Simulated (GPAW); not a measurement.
Crystal: TiC.

```xyz
2
Lattice="0.0000 2.1657 2.1657 2.1657 0.0000 2.1657 2.1657 2.1657 0.0000" Properties=species:S:1:pos:R:3 pbc="T T T"
Ti    0.0000    0.0000    0.0000
C     2.1657    2.1657    2.1657
```

The cell is a database's computed one.

| Item | Value |
| --- | --- |
| Program | GPAW 26.7.0 |
| Task | relaxation of cell and atoms |
| Functional | PBEsol |
| Dispersion | D4 |
| Potentials or basis | PAW data sets generated in the run's folder for this functional |
| Cutoff | 800 eV |
| Basis | pw |
| k mesh | 11 × 11 × 11 |
| Occupations | fermi-dirac, width 0.05 eV |
| Spin | no spin polarisation |

At the start: pressure -8.5 GPa; volume 10.16 Å³/atom.

Problem. How do energy, volume and symmetry change on relaxing?

Solution. Over 3 steps the energy falls by 7.9 meV/atom and the volume is 9.82 Å³/atom (-3.3 %); space group Fm-3m (No. 225, to 0.05 Å).

The path:
```
step  energy change (eV)  largest force (eV/Å)  pressure (GPa)  volume (Å³)
   1              0.0000                0.0000           -8.53        20.32
   2             -0.0096                0.0000           -5.69        20.08
   3             -0.0158                0.0000            0.21        19.64
```

Final structure:
```
Ti C
1.0
     0.00008    2.14135    2.14135
     2.14135    0.00008    2.14135
     2.14135    2.14135    0.00008
Ti C
1 1
Direct
  0.00000 0.00000 0.00000
  0.50000 0.50000 0.50000
```

Caveat: later steps reuse the first step's grids; pairwise dispersion overbinds metals, which lowers pressure and volume.
